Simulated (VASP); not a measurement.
SnS2, 3 atoms in the cell. The cell holds a slab with vacuum, 3 atoms: a = 3.639 Å, b = 3.639 Å, c = 20.934 Å, α = 90.00°, β = 90.00°, γ = 120.00°. 

* Program: VASP 6.6.1
* Task: relaxation of cell and atoms
* Functional: PBE
* Potentials or basis: VASP PAW PBE potentials, release 64 (S, Sn_d)
* Cutoff: 600 eV
* k mesh: 12 × 12 × 1
* Occupations: gaussian, width 0.03 eV
* Spin: no spin polarisation
* Further INCAR settings: ALGO = Normal; EDIFF = 1e-06; IBRION = 2; EDIFFG = -0.01; NSW = 90; ISIF = 3

Potentials or basis: VASP PAW PBE potentials, release 64 (S, Sn_d).

The run is started by

```bash
$ cat potpaw_PBE.64/S/POTCAR potpaw_PBE.64/Sn_d/POTCAR > POTCAR
$ mpirun -np 1 vasp_std > vasp.out
```

Hardware: 1 thread of AMD EPYC 9R45 96-Core Processor (Zen 5) (shared host).

Question: Estimate the wall time of this run.

Answer: It took 2.9 min on 1 thread of AMD EPYC 9R45 96-Core Processor (Zen 5), with other jobs on the host, peak memory 0.43 GiB. Counts: scf iterations 47, k points 19, ion steps 3.
